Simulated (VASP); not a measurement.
# PbO (Litharge) (P4/nmm) in VASP: notebook, part 3 of 3

VASP 6.6.1. Earlier steps stand in the parts before.

## (5) Equation of state, LDA, 18.18 Å³/atom (a relaxed cell with its volume scaled by 0.96)

The input, INCAR:

```
PREC     = Accurate       # precision mode
ENCUT    = 520            # plane-wave cutoff, eV
EDIFF    = 1E-7           # SCF threshold, eV
ISMEAR   = 0              # smearing method
SIGMA    = 0.02           # smearing width, eV
LREAL    = F              # projectors in reciprocal space
LASPH    = T              # aspherical terms in the spheres
NELM     = 60             # most SCF steps
ALGO     = Normal         # electronic algorithm
ISIF     = 2              # what is computed and relaxed
LWAVE    = F              # write WAVECAR
LCHARG   = F              # write CHGCAR
GGA      = CA             # functional
KPAR     = 2
```

The input, KPOINTS:

```
Automatic mesh
0
Gamma
  6 6 6
```

The input, POSCAR:

```
PbO                                     
1.0
    3.8933597041      0.0000000000      0.0000000000
    0.0000000000      3.8933597041      0.0000000000
    0.0000000000     -0.0000000000      4.7981854007
  Pb              O             
     2     2
Direct
     0.5000000000000000    0.0000000000000000    0.7573654145443806
     0.0000000000000000    0.5000000000000000    0.2426345854556196
     0.5000000000000000    0.5000000000000000    0.0000000000000000
     0.0000000000000000    0.0000000000000000    0.0000000000000000
```

Potentials or basis: VASP PAW LDA potentials, release 64 (Pb_d, O).

The run is started by

```console
$ cat potpaw_LDA.64/Pb_d/POTCAR potpaw_LDA.64/O/POTCAR > POTCAR
$ mpirun -np 2 vasp_std > vasp.out
```

OUTCAR:

```text
PREC = Accurate
   ENCUT = 520
   EDIFF = 1E-7
   ISMEAR = 0
   LREAL = F
   LASPH = T
   NELM = 60
   ISIF = 2
   GGA = CA

 ion  position               nearest neighbor table
   1  0.500  0.000  0.757-   3 2.27   4 2.27   3 2.27   4 2.27   2 3.61   2 3.61   2 3.61   2 3.61
                             2 3.70   2 3.70   2 3.70   2 3.70
   2  0.000  0.500  0.243-   3 2.27   4 2.27   4 2.27   3 2.27   1 3.61   1 3.61   1 3.61   1 3.61
                             1 3.70   1 3.70   1 3.70   1 3.70
   3  0.500  0.500  0.000-   1 2.27   2 2.27   1 2.27   2 2.27
   4  0.000  0.000  0.000-   1 2.27   2 2.27   2 2.27   1 2.27

  LATTYP: Found a simple tetragonal cell.
 ALAT       =     3.8933597041
 C/A-ratio  =     1.2324022863

  Lattice vectors:

 A1 = (   3.8933597041,   0.0000000000,   0.0000000000)
 A2 = (   0.0000000000,   3.8933597041,   0.0000000000)
 A3 = (   0.0000000000,   0.0000000000,   4.7981854007)

Analysis of symmetry for initial positions (statically):
=====================================================================
 Subroutine PRICEL returns:
 Original cell was already a primitive cell.

 Routine SETGRP: Setting up the symmetry group for a
 simple tetragonal supercell.

 Subroutine GETGRP returns: Found 16 space group operations
 (whereof  8 operations were pure point group operations)
 out of a pool of 16 trial point group operations.

The static configuration has the point symmetry D_2d.
 The point group associated with its full space group is D_4h.

Analysis of symmetry for dynamics (positions and initial velocities):
=====================================================================
 Subroutine PRICEL returns:
 Original cell was already a primitive cell.

 Routine SETGRP: Setting up the symmetry group for a
 simple tetragonal supercell.

 Subroutine GETGRP returns: Found 16 space group operations
 (whereof  8 operations were pure point group operations)
 out of a pool of 16 trial point group operations.

The dynamic configuration has the point symmetry D_2d.
 The point group associated with its full space group is D_4h.

 Subroutine INISYM returns: Found 16 space group operations
 (whereof  8 operations are pure point group operations),
 and found     1 'primitive' translations

----------------------------------------------------------------------------------------

                                     Primitive cell

  volume of cell :      72.7321

  direct lattice vectors                    reciprocal lattice vectors
     3.893359704  0.000000000  0.000000000     0.256847575  0.000000000  0.000000000
     0.000000000  3.893359704  0.000000000     0.000000000  0.256847575  0.000000000
     0.000000000  0.000000000  4.798185401     0.000000000  0.000000000  0.208412122

  length of vectors
     3.893359704  3.893359704  4.798185401     0.256847575  0.256847575  0.208412122

  position of ions in fractional coordinates (direct lattice)
     0.500000000  0.000000000  0.757365415
     0.000000000  0.500000000  0.242634585
     0.500000000  0.500000000  0.000000000
     0.000000000  0.000000000  0.000000000

  ion indices of the primitive-cell ions
   primitive index   ion index
                 1           1
                 2           2
                 3           3
                 4           4

----------------------------------------------------------------------------------------

 KPOINTS: Automatic mesh

Automatic generation of k-mesh.
 Grid dimensions read from file:
 generate k-points for:    6    6    6

 Generating k-lattice:

  Cartesian coordinates                     Fractional coordinates (reciprocal lattice)
     0.042807929  0.000000000  0.000000000     0.166666667  0.000000000  0.000000000
     0.000000000  0.042807929  0.000000000     0.000000000  0.166666667  0.000000000
     0.000000000  0.000000000  0.034735354     0.000000000  0.000000000  0.166666667

  Length of vectors
     0.042807929  0.042807929  0.034735354

  Shift w.r.t. Gamma in fractional coordinates (k-lattice)
     0.000000000  0.000000000  0.000000000

 Subroutine IBZKPT returns following result:
 ===========================================

 Found     40 irreducible k-points:

 Following reciprocal coordinates:
            Coordinates               Weight
  0.000000  0.000000  0.000000      1.000000
  0.166667  0.000000  0.000000      4.000000
  0.333333  0.000000  0.000000      4.000000
  0.500000  0.000000  0.000000      2.000000
  0.166667  0.166667  0.000000      4.000000
  0.333333  0.166667  0.000000      8.000000
[... 16 lines left out ...]
  0.333333  0.000000  0.333333      8.000000
  0.500000  0.000000  0.333333      4.000000
 [... further k-points ...]
   k-points           NKPTS =     40   k-points in BZ     NKDIM =     40   number of bands    NBANDS=     24
   number of dos      NEDOS =    301   number of ions     NIONS =      4
   total plane-waves  NPLWV =  32400
   dimension x,y,z NGX =    30 NGY =   30 NGZ =   36
   dimension x,y,z NGXF=    60 NGYF=   60 NGZF=   72
   ions per type =               2   2
   NGX,Y,Z   is equivalent  to a cutoff of  12.81, 12.81, 12.47 a.u.
   NGXF,Y,Z  is equivalent  to a cutoff of  25.62, 25.62, 24.95 a.u.
 SYSTEM =  unknown system
   PREC   = accura    normal or accurate (medium, high low for compatibility)
   ISTART =      0    job   : 0-new  1-cont  2-samecut
   ICHARG =      2    charge: 1-file 2-atom 10-const
   ISPIN  =      1    spin polarized calculation?
   LNONCOLLINEAR =      F non collinear calculations
   LSORBIT =      F    spin-orbit coupling
   LASPH  =      T    aspherical Exc in radial PAW
   ENCUT  =  520.0 eV  38.22 Ry    6.18 a.u.   7.24  7.24  8.92*2*pi/ulx,y,z
   NELM   =     60;   NELMIN=  2; NELMDL= -5     # of ELM steps
   EDIFF  = 0.1E-06   stopping-criterion for ELM
   LREAL  =      F    real-space projection
   EDIFFG = 0.1E-05   stopping-criterion for IOM
   NSW    =      0    number of steps for IOM
   IBRION =     -1    ionic relax: 0-MD 1-quasi-New 2-CG
[... 8 lines left out ...]
   EMIN   =  10.00;   EMAX   =-10.00  energy-range for DOS
   EFERMI =   0.00;   METHOD = LEGACY
   ISMEAR =     0;   SIGMA  =   0.02  broadening in eV -4-tet -1-fermi 0-gaus
   EFERMI_NEDOS =   21; number of points for ismear=-14 and -15
   IALGO  =     38    algorithm
   IMIX   =      4    mixing-type and parameters
     AMIX     =   0.40;   BMIX     =  1.00
     AMIX_MAG =   1.60;   BMIX_MAG =  1.00
  volume/ion in A,a.u.               =      18.18       122.71
  Fermi-wavevector in a.u.,A,eV,Ry     =   1.341280  2.534652 24.477319  1.799032
  Thomas-Fermi vector in A             =   2.469526
   LORBIT       =      0    0 simple, 1 ext, 2 COOP (PROOUT), +10 PAW based schemes
   GGA     = CA    functional components
   LHFCALC =     F    Hartree Fock is set to
   AEXX    =    0.0000 exact exchange contribution
   IVDW    =     0    specifies the selected vdW correction
   LEPSILON=     F    determine dielectric tensor
   LRPA    =     F    only Hartree local field effects (RPA)
 non-spin polarized calculation
 Gauss-broadening in eV      SIGMA  =   0.02
  energy-cutoff  :      520.00
  volume of cell :       72.73
 maximum number of plane-waves:      1984
 NGX is ok and might be reduce to    30
   NGX = 15   NGY = 15   NGZ = 17

 number of electron      39.9999990 magnetization

 Free energy of the ion-electron system (eV)
  ---------------------------------------------------
  ext. energy  EPLUGINS =         0.00000000
  ---------------------------------------------------
  free energy    TOTEN  =       -24.36052596 eV

  energy without entropy =      -24.36052596  energy(sigma->0) =      -24.36052596

 E-fermi :   5.9983     XC(G=0): -10.7659

 val. band max:        5.8905177843   @ k =   0.1667   0.0000   0.0000
 cond. band min:       6.8307439212   @ k =   0.5000   0.5000   0.0000
 fundamental gap:      0.9402261369
 Fermi energy:         5.9983000498

 k-point     1 :       0.0000    0.0000    0.0000
  band No.  band energies     occupation
      1     -12.9550      2.00000
      2     -12.2609      2.00000
      3     -10.2566      2.00000
      4     -10.2566      2.00000
      5     -10.1676      2.00000
      6     -10.1482      2.00000
[... 16 lines left out ...]
     23      11.5206      0.00000
     24      11.5924      0.00000
[... 598 lines left out ...]
      2     -12.5214      2.00000
      3     -10.1905      2.00000
      4     -10.1905      2.00000
      5     -10.1092      2.00000
      6     -10.1092      2.00000
[... 16 lines left out ...]
     23      12.3459      0.00000
     24      12.3459      0.00000

 [... further k-points ...]
[... 5 lines left out ...]
  --------------------------------------------------------------------------------------
  -------------------------------------------------------------------------------------
  Total        2.0477826      2.0477826      1.7175204      0.0000000     -0.0000000      0.0000000
  in kB       45.1095337     45.1095337     37.8343600      0.0000000     -0.0000000      0.0000000
  external PRESSURE =      42.6844758 kB  Pullay stress =       0.0000000 kB

 VOLUME and BASIS-vectors are now :
 -----------------------------------------------------------------------------
  energy-cutoff  :      520.00
  volume of cell :       72.73
      direct lattice vectors                 reciprocal lattice vectors
     3.893359704  0.000000000  0.000000000     0.256847575  0.000000000  0.000000000
     0.000000000  3.893359704  0.000000000     0.000000000  0.256847575  0.000000000
     0.000000000  0.000000000  4.798185401     0.000000000  0.000000000  0.208412122

 POSITION                                       TOTAL-FORCE (eV/Angst)
 -----------------------------------------------------------------------------------
      1.94668      0.00000      3.63398         0.000000      0.000000     -0.606142
      0.00000      1.94668      1.16421        -0.000000     -0.000000      0.606142
      1.94668      1.94668      0.00000         0.000000      0.000000      0.000000
      0.00000      0.00000      0.00000        -0.000000     -0.000000      0.000000
 -----------------------------------------------------------------------------------
    total drift:                                0.000000      0.000000      0.000000

  FREE ENERGIE OF THE ION-ELECTRON SYSTEM (eV)
  ---------------------------------------------------
  free  energy   TOTEN  =       -24.3605259590 eV

  energy  without entropy=      -24.3605259590  energy(sigma->0) =      -24.36052596
```

Run time: 26 s. Hardware: 2 MPI ranks of Intel Xeon Platinum 8375C at 2.90GHz (Ice Lake), shared host; peak memory 0.18 GiB.

What came out:

- Free energy: -24.3605 eV
- Pressure: 4.3 GPa
- Largest force: 0.606 eV/Å
- Band gap on the k mesh: 0.94 eV, indirect (least direct gap 2.28 eV)

Caveat: spin-orbit coupling is left out, which as a rule narrows the gap of such compounds by several tenths of an eV.

## (6) Equation of state, LDA, 18.56 Å³/atom (a relaxed cell with its volume scaled by 0.98)

INCAR is that of step 5.

KPOINTS is that of step 5.

POSCAR: that of step 5 with these lines changed.

```diff
@@ -2,5 +2,5 @@
 1.0
-    3.8933597041      0.0000000000      0.0000000000
-    0.0000000000      3.8933597041      0.0000000000
-    0.0000000000     -0.0000000000      4.7981854007
+    3.9202113092      0.0000000000      0.0000000000
+    0.0000000000      3.9202113092      0.0000000000
+    0.0000000000     -0.0000000000      4.8312773802
   Pb              O
```

Potentials or basis: VASP PAW LDA potentials, release 64 (Pb_d, O).

The run is started by

```console
$ cat potpaw_LDA.64/Pb_d/POTCAR potpaw_LDA.64/O/POTCAR > POTCAR
$ mpirun -np 2 vasp_std > vasp.out
```

Run time: 26 s. Hardware: 2 MPI ranks of Intel Xeon Platinum 8375C at 2.90GHz (Ice Lake), shared host; peak memory 0.18 GiB.

Results (log left out):

```yaml
Free_energy: -24.3917 eV
Pressure: 2.0 GPa
Largest_force: 0.296 eV/Å
Band_gap_on_the_k_mesh: 0.98 eV, indirect (least direct gap 2.21 eV)
```

Caveat: spin-orbit coupling is left out, which as a rule narrows the gap of such compounds by several tenths of an eV.

## (7) Equation of state, LDA, 18.94 Å³/atom

INCAR is that of step 6.

KPOINTS is that of step 6.

POSCAR: that of step 6 with these lines changed.

```diff
@@ -2,5 +2,5 @@
 1.0
-    3.9202113092      0.0000000000      0.0000000000
-    0.0000000000      3.9202113092      0.0000000000
-    0.0000000000     -0.0000000000      4.8312773802
+    3.9467000269      0.0000000000      0.0000000000
+    0.0000000000      3.9467000269      0.0000000000
+    0.0000000000     -0.0000000000      4.8639221365
   Pb              O
```

The run is started by

```console
$ cat potpaw_LDA.64/Pb_d/POTCAR potpaw_LDA.64/O/POTCAR > POTCAR
$ mpirun -np 2 vasp_std > vasp.out
```

Wall time 28 s (2 MPI ranks of Intel Xeon Platinum 8375C at 2.90GHz (Ice Lake), shared host); peak memory 0.18 GiB.

It converged, with:

| Quantity | Value |
| --- | --- |
| Free energy | -24.4031 eV |
| Pressure | 0.1 GPa |
| Largest force | 0.008 eV/Å |
| Band gap on the k mesh | 1.02 eV, indirect (least direct gap 2.15 eV) |

Caveat: spin-orbit coupling is left out, which as a rule narrows the gap of such compounds by several tenths of an eV.

## (8) Equation of state, LDA, 19.32 Å³/atom (a relaxed cell with its volume scaled by 1.02)

INCAR is that of step 7.

KPOINTS is that of step 7.

POSCAR: that of step 7 with these lines changed.

```diff
@@ -2,5 +2,5 @@
 1.0
-    3.9467000269      0.0000000000      0.0000000000
-    0.0000000000      3.9467000269      0.0000000000
-    0.0000000000     -0.0000000000      4.8639221365
+    3.9728378749      0.0000000000      0.0000000000
+    0.0000000000      3.9728378749      0.0000000000
+    0.0000000000     -0.0000000000      4.8961344801
   Pb              O
```

The run is started by

```console
$ cat potpaw_LDA.64/Pb_d/POTCAR potpaw_LDA.64/O/POTCAR > POTCAR
$ mpirun -np 2 vasp_std > vasp.out
```

It took 29 s on 2 MPI ranks of Intel Xeon Platinum 8375C at 2.90GHz (Ice Lake), shared host; peak memory 0.19 GiB.

The run converged. Its results:

```yaml
Free_energy: -24.3966 eV
Pressure: -1.7 GPa
Largest_force: 0.259 eV/Å
Band_gap_on_the_k_mesh: 1.05 eV, indirect (least direct gap 2.09 eV)
```

Caveat: spin-orbit coupling is left out, which as a rule narrows the gap of such compounds by several tenths of an eV.

## (9) Equation of state, LDA, 19.70 Å³/atom (a relaxed cell with its volume scaled by 1.04)

INCAR is that of step 8.

KPOINTS is that of step 8.

POSCAR: that of step 8 with these lines changed.

```diff
@@ -2,5 +2,5 @@
 1.0
-    3.9728378749      0.0000000000      0.0000000000
-    0.0000000000      3.9728378749      0.0000000000
-    0.0000000000     -0.0000000000      4.8961344801
+    3.9986362463      0.0000000000      0.0000000000
+    0.0000000000      3.9986362463      0.0000000000
+    0.0000000000     -0.0000000000      4.9279284521
   Pb              O
```

Potentials or basis: VASP PAW LDA potentials, release 64 (Pb_d, O).

The run is started by

```console
$ cat potpaw_LDA.64/Pb_d/POTCAR potpaw_LDA.64/O/POTCAR > POTCAR
$ mpirun -np 2 vasp_std > vasp.out
```

Run time: 31 s. Hardware: 2 MPI ranks of Intel Xeon Platinum 8375C at 2.90GHz (Ice Lake), shared host; peak memory 0.18 GiB.

It converged, with:

- Free energy: -24.3741 eV
- Pressure: -3.3 GPa
- Largest force: 0.507 eV/Å
- Band gap on the k mesh: 1.08 eV, indirect (least direct gap 2.03 eV)

Caveat: spin-orbit coupling is left out, which as a rule narrows the gap of such compounds by several tenths of an eV.

## (10) Equation of state, LDA

This run uses another cell than the first one, of 18.94 Å³/atom, 0.950 times its volume.

This step only gathers the single runs of the series.

The run converged, but a check on its numbers failed (symmetry, net force, bounds or a known fault of this set-up), so they aren't taken as properties of the crystal.

## (11) Overview

```tsv
level	gap on the mesh (eV)	pressure (GPa)	largest force (eV/Å)
PBE	1.16	3.0	0.03
PBEsol	1.10	-0.8	0.29
r2SCAN	1.46	0.2	0.29
```

Alike in all rows: task band structure; potentials or basis VASP PAW PBE potentials, release 64 (Pb_d, O); no spin polarisation; cell as given; k mesh 8 × 8 × 6; cutoff (eV) 520; smearing gaussian 0.02 eV.

On the cell as given the gap runs from 1.09 eV (PBEsol) to 1.46 eV (r2SCAN). The pressure there spans -0.8 GPa (PBEsol) to 3.0 GPa (PBE); a positive pressure means that this level wants a larger cell, a negative one a smaller.

Caveats: spin-orbit coupling is left out, which as a rule narrows the gap of such compounds by several tenths of an eV; the PAW data sets were made with another functional, which shifts forces and pressure a little (some runs).

Total energies depend on the potentials used, so only differences within one code and one set of settings carry meaning.
